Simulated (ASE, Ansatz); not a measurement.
# Random fluorite-type (Zr, Ce, Hf, Sn, Ti)O2 solid solution (96 atoms): geometry optimisation

Wanted: the relaxed structure of random fluorite-type (Zr, Ce, Hf, Sn, Ti)O2 solid solution (96 atoms) and its electronic structure.

Method: Kohn-Sham DFT, revPBE, PAW (set soft_2), plane waves, in Ansatz 0.2.0.

Report form: the programs' logs are mostly left out.

## Step 1: Set-up

The cell holds 96 atoms: 7 Ti, 64 O, 8 Sn, 8 Ce, 5 Hf and 4 Zr. Its edges and angles: a = 10.200 Å, b = 10.200 Å, c = 10.200 Å, α = 90.0°, β = 90.0°, γ = 90.0°. It derives from ZrO2 and TiO2, CeO2, HfO2 and SnO2. Fluorite-type lattice (a = 5.1 Å, the mean of the end members), 2 x 2 x 2 cells, metal sites filled at random with 4 Zr, 8 Ce, 5 Hf, 8 Sn, 7 Ti; not relaxed, displaced by a Gaussian of 0.02 Å.

What the set-up can't give: The host structure and its lattice constant were typed by rule, without a check against the phase diagram. The title names the fluorite type, whose metal atoms have 8 neighbours, but here they have 7.0 on average by the page's cutoffs, so the cell has left that structure. The main run has no spin polarisation, so moments on Ce can't form in it, and no Hubbard term. The Brillouin zone is sampled at Γ only, in a cell whose shortest periodic width is 10 Å. No spin–orbit coupling is included, so levels derived from the heavy atoms are approximate.

## Step 2: Single point at the start

The forces at the start show how far the geometry lies from a minimum of this functional.

File input.yaml:

```yaml
crystal:
  lattice:
    - [10.2, 0.0, 0.0]
    - [0.0, 10.2, 0.0]
    - [0.0, 0.0, 10.2]
  atoms:
    - { symbol: Ti, position: [0.9996, 0.99965, 0.00083] }
    - { symbol: O, position: [0.12453, 0.12198, 0.12783] }
    - { symbol: O, position: [0.36932, 0.37174, 0.37422] }
    - { symbol: Sn, position: [0.0023, 0.24791, 0.25052] }
    - { symbol: O, position: [0.12661, 0.37625, 0.37394] }
    - { symbol: O, position: [0.3753, 0.12648, 0.12973] }
    - { symbol: Sn, position: [0.25257, 0.00068, 0.24822] }
    - { symbol: O, position: [0.37321, 0.12539, 0.37803] }
    - { symbol: O, position: [0.12388, 0.37479, 0.1252] }
    - { symbol: Ce, position: [0.25006, 0.24883, 0.99927] }
    - { symbol: O, position: [0.37471, 0.38252, 0.12527] }
    - { symbol: O, position: [0.12671, 0.12462, 0.37463] }
    - { symbol: Hf, position: [0.99917, 0.00393, 0.49475] }
    - { symbol: O, position: [0.12605, 0.12583, 0.62447] }
    - { symbol: O, position: [0.37488, 0.37665, 0.87203] }
    - { symbol: Zr, position: [0.00272, 0.25179, 0.75025] }
    - { symbol: O, position: [0.1217, 0.37358, 0.87492] }
    - { symbol: O, position: [0.37395, 0.12605, 0.6251] }
    - { symbol: Ti, position: [0.24742, 0.99813, 0.74746] }
    - { symbol: O, position: [0.37389, 0.12522, 0.87291] }
    - { symbol: O, position: [0.12803, 0.37587, 0.62412] }
    - { symbol: Ce, position: [0.25194, 0.24925, 0.50115] }
    - { symbol: O, position: [0.37812, 0.37548, 0.62516] }
    - { symbol: O, position: [0.12614, 0.12792, 0.87153] }
    - { symbol: Ce, position: [0.00219, 0.49807, 0.99921] }
    - { symbol: O, position: [0.12568, 0.62374, 0.1236] }
    - { symbol: O, position: [0.37505, 0.87458, 0.37416] }
    - { symbol: Ti, position: [0.00036, 0.74939, 0.24943] }
    - { symbol: O, position: [0.12523, 0.87399, 0.37658] }
    - { symbol: O, position: [0.37254, 0.62755, 0.12716] }
    - { symbol: Zr, position: [0.24742, 0.50117, 0.24925] }
    - { symbol: O, position: [0.37366, 0.62232, 0.37774] }
    - { symbol: O, position: [0.12479, 0.87469, 0.12427] }
    - { symbol: Ti, position: [0.24921, 0.75182, 0.00173] }
    - { symbol: O, position: [0.37579, 0.87574, 0.12624] }
    - { symbol: O, position: [0.1238, 0.62716, 0.3788] }
    - { symbol: Zr, position: [0.99951, 0.49806, 0.49703] }
    - { symbol: O, position: [0.12813, 0.6215, 0.62534] }
    - { symbol: O, position: [0.37393, 0.8718, 0.87526] }
    - { symbol: Zr, position: [0.00041, 0.74639, 0.74936] }
    - { symbol: O, position: [0.12504, 0.87984, 0.87958] }
    - { symbol: O, position: [0.37167, 0.62332, 0.62308] }
    - { symbol: Ce, position: [0.25251, 0.49994, 0.74932] }
    - { symbol: O, position: [0.37319, 0.6234, 0.87627] }
    - { symbol: O, position: [0.1271, 0.87509, 0.62644] }
    - { symbol: Sn, position: [0.25033, 0.75532, 0.50215] }
    - { symbol: O, position: [0.37373, 0.87354, 0.62415] }
    - { symbol: O, position: [0.12719, 0.62561, 0.8773] }
    - { symbol: Ce, position: [0.50138, 0.00017, 0.99987] }
    - { symbol: O, position: [0.62329, 0.12612, 0.12311] }
    - { symbol: O, position: [0.87294, 0.37198, 0.37668] }
    - { symbol: Ce, position: [0.49797, 0.24892, 0.25003] }
    - { symbol: O, position: [0.62712, 0.37581, 0.37628] }
    - { symbol: O, position: [0.87648, 0.12334, 0.12438] }
    - { symbol: Ti, position: [0.74821, 0.00066, 0.24768] }
    - { symbol: O, position: [0.87719, 0.12593, 0.3769] }
    - { symbol: O, position: [0.62645, 0.37627, 0.12231] }
    - { symbol: Hf, position: [0.75264, 0.25077, 0.00116] }
    - { symbol: O, position: [0.87517, 0.37626, 0.126] }
    - { symbol: O, position: [0.62289, 0.12426, 0.37273] }
    - { symbol: Ti, position: [0.49764, 0.99766, 0.50011] }
    - { symbol: O, position: [0.62585, 0.1265, 0.62771] }
    - { symbol: O, position: [0.87288, 0.37285, 0.8747] }
    - { symbol: Sn, position: [0.50027, 0.24987, 0.75012] }
    - { symbol: O, position: [0.62377, 0.37092, 0.87787] }
    - { symbol: O, position: [0.87508, 0.12587, 0.62569] }
    - { symbol: Sn, position: [0.75252, 0.00172, 0.7528] }
    - { symbol: O, position: [0.8735, 0.12349, 0.87383] }
    - { symbol: O, position: [0.62585, 0.37439, 0.6286] }
    - { symbol: Ce, position: [0.75063, 0.24414, 0.4985] }
    - { symbol: O, position: [0.8746, 0.37565, 0.62406] }
    - { symbol: O, position: [0.62424, 0.12731, 0.87267] }
    - { symbol: Ti, position: [0.49814, 0.50121, 0.00314] }
    - { symbol: O, position: [0.62068, 0.62667, 0.12213] }
    - { symbol: O, position: [0.87792, 0.87302, 0.37452] }
    - { symbol: Hf, position: [0.50146, 0.75115, 0.25089] }
    - { symbol: O, position: [0.62202, 0.87016, 0.37257] }
    - { symbol: O, position: [0.87091, 0.62357, 0.12638] }
    [... 12 atom lines left out ...]
    - { symbol: Sn, position: [0.75028, 0.49693, 0.74984] }
    - { symbol: O, position: [0.87669, 0.62401, 0.8742] }
    - { symbol: O, position: [0.62403, 0.87508, 0.62524] }
    - { symbol: Hf, position: [0.75064, 0.74883, 0.50203] }
    - { symbol: O, position: [0.87378, 0.87352, 0.62589] }
    - { symbol: O, position: [0.62797, 0.62156, 0.87367] }
kpoints:
  mp_grid: { grid: [1, 1, 1] }
hamiltonian:
  xc: revpbe
scf:
  occupations: { method: fixed }
output:
  forces: true
  stress: true
  populations: true
  dos:
    method: { smearing: { sigma: 0.15 } }
    de: 0.1
    projected: { site_lists: { Ce: [Ce], Hf: [Hf], O: [O], Sn: [Sn], Ti: [Ti] } }
  eigenvalues: true
```

Run with:

```console
> ansatz run input.yaml --threads 4 --pin off --max-ram 8192MiB --backend cpu --events-out ev --progress --plain --runs-dir out
```

The job ended after 13 s (4 threads of AMD EPYC 9R45, shared host; peak memory 2 GiB; 41 s of CPU time).

The run gave:

- free energy: -250308.7586 eV
- free energy per atom: -2607.3829 eV/atom
- SCF cycles: 14
- pressure: 13.77 GPa
- r.m.s. force component: 0.9729 eV/Å
- longest force: 3.224 eV/Å
- Fermi energy: 12.52 eV
- gap (highest filled to lowest empty level): 1.383 eV
- spilling of the projection: 0.003491

The r.m.s. force component of 0.97 eV/Å and the pressure of 14 GPa set the starting point.

Length of the force by element:

| element | coordination | atoms | mean length of the force (eV/Å) | spread | least | most |
| --- | --- | --- | --- | --- | --- | --- |
| Ce | all | 8 | 0.995 | 0.359 | 0.532 | 1.48 |
| Hf | all | 5 | 0.603 | 0.210 | 0.310 | 0.931 |
| O | all | 64 | 1.83 | 0.809 | 0.188 | 3.22 |
| Sn | all | 8 | 0.595 | 0.258 | 0.357 | 1.13 |
| Ti | all | 7 | 0.383 | 0.181 | 0.180 | 0.685 |
| Zr | all | 4 | 0.485 | 0.0972 | 0.349 | 0.598 |

## Step 3: Relaxation

With the cell held, the atoms are moved downhill towards a nearby minimum.

input.yaml, the sections that differ from step 2:

```yaml
output:
  forces: true
relax:
  f_tol: 0.05
  max_steps: 200
# crystal, kpoints, hamiltonian, scf: as in step 2
```

It took 2.8 min on 4 threads; peak memory 2 GiB.

The steps of the relaxation (22 of 23):

| step | energy less that of the first step (eV) | largest force component (eV/Å) |
| --- | --- | --- |
| 1 | 0.0000 | 3.2157 |
| 2 | -6.8812 | 0.7445 |
| 3 | -7.7734 | 1.1214 |
| 4 | -9.5738 | 1.2629 |
| 5 | -12.1364 | 0.8464 |
| 6 | -14.0971 | 0.6218 |
| 7 | -15.1453 | 0.4939 |
| 8 | -15.7537 | 0.3414 |
| 9 | -16.2782 | 0.8227 |
| 10 | -16.3380 | 0.6611 |
| 11 | -16.6537 | 0.3929 |
| 13 | -16.7872 | 0.1855 |
| 14 | -16.7866 | 0.3720 |
| 15 | -16.8393 | 0.0689 |
| 16 | -16.8600 | 0.0996 |
| 17 | -16.8631 | 0.0748 |
| 18 | -16.8531 | 0.1638 |
| 19 | -16.8750 | 0.0554 |
| 20 | -16.8598 | 0.2000 |
| 21 | -16.8773 | 0.1337 |
| 22 | -16.8792 | 0.0409 |
| 23 | -16.8792 | 0.0407 |

Relaxation steps 14, 18, 20 were tried and not accepted.

The atoms that moved most (Å):

| atom | dx | dy | dz | length |
| --- | --- | --- | --- | --- |
| O33 | 0.470 | 0.008 | -0.677 | 0.824 |
| O26 | -0.396 | 0.003 | 0.704 | 0.808 |
| O35 | 0.458 | -0.480 | -0.460 | 0.807 |
| O30 | -0.659 | -0.250 | -0.324 | 0.776 |
| O68 | 0.582 | 0.074 | 0.501 | 0.772 |
| O41 | -0.441 | 0.392 | -0.473 | 0.756 |
| O80 | 0.399 | 0.458 | 0.448 | 0.755 |
| O27 | -0.374 | -0.236 | -0.611 | 0.755 |

The relaxation changed the energy by -176 meV/atom, and atoms moved by 0.43 Å r.m.s., 0.82 Å at most.

## Step 4: Distances and neighbours after relaxation

Bonds before and after, by the cutoffs listed below:

| pair | bonds before | bonds after | mean before (Å) | mean after (Å) | spread before (Å) | spread after (Å) |
| --- | --- | --- | --- | --- | --- | --- |
| O-Ce | 64 | 64 | 2.211 | 2.309 | 0.030 | 0.102 |
| O-Sn | 64 | 50 | 2.205 | 2.096 | 0.028 | 0.116 |
| O-Ti | 56 | 43 | 2.209 | 1.994 | 0.028 | 0.130 |
| O-Hf | 40 | 37 | 2.211 | 2.156 | 0.032 | 0.082 |
| O-Zr | 32 | 31 | 2.210 | 2.184 | 0.025 | 0.115 |

Density 7.33 g/cm³, 11.05 Å³ an atom.

Pair distribution functions g(r), in bins of 0.2 Å:

| r (Å) | total | O-O | O-Ce | O-Sn | O-Ti | O-Hf | O-Zr |
| --- | --- | --- | --- | --- | --- | --- | --- |
| 1.70 | 0.03 | 0.00 | 0.00 | 0.00 | 0.30 | 0.00 | 0.00 |
| 1.90 | 0.86 | 0.00 | 0.00 | 1.69 | 6.67 | 0.00 | 0.42 |
| 2.10 | 1.99 | 0.00 | 1.41 | 6.57 | 2.40 | 7.42 | 6.30 |
| 2.30 | 1.46 | 0.08 | 7.07 | 1.09 | 0.91 | 3.10 | 3.86 |
| 2.50 | 1.42 | 2.71 | 1.46 | 0.26 | 0.00 | 0.00 | 0.26 |
| 2.70 | 1.33 | 2.79 | 0.00 | 0.34 | 0.39 | 0.17 | 0.00 |
| 2.90 | 0.62 | 1.08 | 0.00 | 0.69 | 0.56 | 0.00 | 0.19 |
| 3.10 | 0.53 | 0.98 | 0.00 | 0.27 | 0.48 | 0.28 | 0.00 |
| 3.30 | 0.44 | 0.64 | 0.07 | 0.00 | 0.00 | 0.12 | 0.00 |
| 3.50 | 1.11 | 0.98 | 0.26 | 0.33 | 0.30 | 0.21 | 0.27 |
| 3.70 | 1.22 | 0.98 | 0.54 | 0.67 | 0.88 | 0.57 | 0.59 |
| 3.90 | 1.08 | 1.03 | 1.14 | 0.98 | 0.98 | 1.21 | 1.18 |
| 4.10 | 1.38 | 0.93 | 1.96 | 2.09 | 2.35 | 2.21 | 2.04 |
| 4.30 | 1.39 | 0.99 | 1.70 | 2.38 | 2.30 | 2.00 | 2.31 |
| 4.50 | 1.10 | 0.70 | 2.25 | 1.69 | 1.22 | 1.90 | 1.87 |
| 4.70 | 0.61 | 0.65 | 0.87 | 0.71 | 0.60 | 0.54 | 0.60 |
| 4.90 | 0.58 | 0.78 | 0.27 | 0.31 | 0.47 | 0.44 | 0.13 |
| 5.10 | 0.98 | 1.32 | 0.60 | 0.50 | 0.51 | 0.81 | 0.56 |
| 5.30 | 0.97 | 1.06 | 0.82 | 0.99 | 1.24 | 0.79 | 0.82 |
| 5.50 | 1.02 | 0.98 | 1.48 | 1.18 | 1.12 | 1.35 | 1.20 |
| 5.70 | 1.00 | 1.10 | 1.17 | 1.27 | 0.82 | 0.97 | 1.37 |
| 5.90 | 0.94 | 1.20 | 0.59 | 0.76 | 0.84 | 0.65 | 0.71 |
| 6.10 | 1.14 | 1.45 | 0.40 | 0.57 | 0.68 | 0.46 | 0.53 |
| 6.30 | 1.30 | 1.26 | 0.87 | 0.94 | 0.83 | 0.99 | 0.82 |
| 6.50 | 1.07 | 0.84 | 1.31 | 1.28 | 1.14 | 1.03 | 1.52 |
| 6.70 | 0.90 | 0.68 | 1.38 | 1.03 | 1.41 | 1.35 | 1.06 |
| 6.90 | 0.80 | 0.61 | 1.20 | 0.92 | 0.97 | 1.17 | 1.08 |
| 7.10 | 0.85 | 0.74 | 0.77 | 1.06 | 1.17 | 0.86 | 0.69 |

Bonds by pair of elements; cutoffs follow the first minimum of g(r), held within bounds set by covalent radii, and pairs that aren't listed don't count as bonded:

| pair A-B | cutoff (Å) | bonds | mean length (Å) | spread (Å) | shortest (Å) | B about A | A about B |
| --- | --- | --- | --- | --- | --- | --- | --- |
| O-Ce | 2.93 | 64 | 2.31 | 0.102 | 2.11 | 1 | 8 |
| O-Sn | 2.52 | 50 | 2.10 | 0.116 | 1.97 | 0.781 | 6.25 |
| O-Ti | 2.52 | 43 | 1.99 | 0.13 | 1.79 | 0.672 | 6.14 |
| O-Hf | 2.58 | 37 | 2.16 | 0.082 | 2.05 | 0.578 | 7.4 |
| O-Zr | 2.73 | 31 | 2.18 | 0.115 | 1.97 | 0.484 | 7.75 |

How many atoms have how many bonded neighbours:

| element | mean | 2 | 3 | 4 | 6 | 7 | 8 |
| --- | --- | --- | --- | --- | --- | --- | --- |
| Ce | 8 | 0 | 0 | 0 | 0 | 0 | 8 |
| Hf | 7.4 | 0 | 0 | 0 | 0 | 3 | 2 |
| O | 3.52 | 1 | 29 | 34 | 0 | 0 | 0 |
| Sn | 6.25 | 0 | 0 | 0 | 6 | 2 | 0 |
| Ti | 6.14 | 0 | 0 | 0 | 6 | 1 | 0 |
| Zr | 7.75 | 0 | 0 | 0 | 0 | 1 | 3 |

Bond angles, per cent of each kind in bins of 5°:

| angle (°) | O-Ce-O | O-Sn-O | O-Hf-O | O-Ti-O | O-Zr-O |
| --- | --- | --- | --- | --- | --- |
| 60–65 | 2.7 | 0.0 | 0.8 | 0.0 | 0.0 |
| 65–70 | 16.1 | 3.8 | 5.0 | 1.8 | 13.3 |
| 70–75 | 16.1 | 14.4 | 21.8 | 9.9 | 19.0 |
| 75–80 | 7.1 | 12.9 | 12.6 | 18.0 | 8.6 |
| 80–85 | 0.4 | 10.6 | 5.0 | 9.0 | 1.9 |
| 85–90 | 1.3 | 1.5 | 2.5 | 4.5 | 5.7 |
| 90–95 | 1.8 | 4.5 | 3.4 | 5.4 | 5.7 |
| 95–100 | 6.7 | 3.8 | 4.2 | 9.0 | 1.9 |
| 100–105 | 5.8 | 12.1 | 4.2 | 8.1 | 3.8 |
| 105–110 | 6.7 | 4.5 | 1.7 | 6.3 | 2.9 |
| 110–115 | 5.8 | 4.5 | 5.9 | 2.7 | 3.8 |
| 115–120 | 7.1 | 4.5 | 5.9 | 0.0 | 4.8 |
| 120–125 | 5.4 | 3.0 | 5.0 | 2.7 | 5.7 |
| 125–130 | 1.8 | 1.5 | 5.0 | 1.8 | 6.7 |
| 130–135 | 0.9 | 2.3 | 1.7 | 4.5 | 1.9 |
| 135–140 | 0.0 | 2.3 | 0.8 | 0.0 | 0.0 |
| 140–145 | 0.0 | 0.0 | 0.8 | 0.9 | 0.0 |
| 145–150 | 0.0 | 0.0 | 0.0 | 2.7 | 0.0 |
| 150–155 | 0.4 | 1.5 | 4.2 | 1.8 | 4.8 |
| 155–160 | 1.3 | 1.5 | 1.7 | 1.8 | 1.0 |
| 160–165 | 2.7 | 0.8 | 3.4 | 0.9 | 6.7 |
| 165–170 | 5.8 | 3.8 | 3.4 | 0.9 | 1.9 |
| 170–175 | 3.6 | 5.3 | 0.8 | 3.6 | 0.0 |
| 175–180 | 0.4 | 0.8 | 0.0 | 3.6 | 0.0 |

Bond angles (no mean is given where the spread exceeds 20°):

| angle | count | mean (°) | spread (°) |
| --- | --- | --- | --- |
| O-Ce-O | 224 | - | - |
| O-Sn-O | 132 | - | - |
| O-Hf-O | 119 | - | - |
| O-Ti-O | 111 | - | - |
| O-Zr-O | 105 | - | - |

Bond length by coordination (bonds to H left out):

| element | coordination | atoms | mean bond length (Å) |
| --- | --- | --- | --- |
| Hf | 7 | 3 | 2.14 |
| Hf | 8 | 2 | 2.18 |
| O | 2 | 1 | 1.93 |
| O | 3 | 29 | 2.08 |
| O | 4 | 34 | 2.21 |
| Sn | 6 | 6 | 2.08 |
| Sn | 7 | 2 | 2.15 |
| Ti | 6 | 6 | 1.99 |
| Ti | 7 | 1 | 2.04 |
| Zr | 7 | 1 | 2.14 |
| Zr | 8 | 3 | 2.20 |

First main peaks of g(r), for some of the pairs, lie near 2.59 Å (O-O), 2.28 Å (O-Ce), 2.05 Å (O-Sn), 1.94 Å (O-Ti), 2.14 Å (O-Hf) and 2.14 Å (O-Zr). By these cutoffs all Ce atoms have 8, 60 % of Hf atoms have 7, 53 % of O atoms have 4 and 75 % of Sn atoms have 6 bonded neighbours.

(Continued in part 2 of 2.)

[Logs are printed without paths, hosts, clocks, repeated set-up lines and the standing remarks that a program may print on its own settings, such as how far it seeks lower states.]

[Hosts, paths, dates, database ids (printed as entryN), source tags and the programs' standing remarks are cut or masked in the printed files.]
